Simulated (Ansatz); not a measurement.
RbBr (NiAs type) was relaxed with 5 functionals in Ansatz 0.2.0, cell and atoms free, the symmetry of the start kept (meshes: PBE 6×6×4, r2SCAN 6×6×4, PBEsol 6×6×4, LDA 6×6×4, HSE06 6×6×2). Note: simulated data, non-magnetic, for a generated structure that need not be the stable one.

The PBEsol result:
```cif
data_structure
_symmetry_space_group_name_H-M 'P 1'
_symmetry_Int_Tables_number 1
_cell_length_a 4.7168
_cell_length_b 4.7168
_cell_length_c 8.3306
_cell_angle_alpha 90.000
_cell_angle_beta 90.000
_cell_angle_gamma 120.000
_cell_volume 160.51
loop_
_atom_site_label
_atom_site_type_symbol
_atom_site_fract_x
_atom_site_fract_y
_atom_site_fract_z
_atom_site_occupancy
Rb1 Rb 0.00000 0.00000 0.00000 1
Rb2 Rb 0.00000 0.00000 0.50000 1
Br1 Br 0.33333 0.66667 0.25000 1
Br2 Br 0.66667 0.33333 0.75000 1
```

The symmetry is P6_3/mmc (No. 194, hexagonal); a = 4.717 Å, c = 8.331 Å in the conventional setting, 40.13 Å³ an atom. Rb is surrounded by 6 Br at 3.43 Å; Br is surrounded by 6 Rb at 3.43 Å.

Q: Order the functionals by the relaxed volume, smallest first.
A. r2SCAN
B. HSE06
C. PBEsol
D. LDA
E. PBE

A: D (37.06 Å³/atom), C (40.13 Å³/atom), A (41.45 Å³/atom), B (42.44 Å³/atom), E (43.36 Å³/atom).

Q: How does the cell change with LDA?

A: a = 4.587 Å, c = 8.135 Å; the volume differs by -7.6 % from PBEsol's. Rb has 6 Br at 3.34 Å; Br has 6 Rb at 3.34 Å.

Q: How does the cell change with r2SCAN?

A: a = 4.771 Å, c = 8.410 Å; the volume differs by +3.3 % from PBEsol's. Rb is surrounded by 6 Br at 3.47 Å; Br is surrounded by 6 Rb at 3.47 Å.

Q: Held at the r2SCAN cell, what mean stress do LDA and PBE find, and does its sign point to their own minimum?

A: Yes. LDA -1.53 GPa, and its relaxed volume is -10.6 % from r2SCAN's; PBE +0.56 GPa, and its relaxed volume is +4.6 % from r2SCAN's. Compression counts positive, so a positive stress asks for a larger cell.
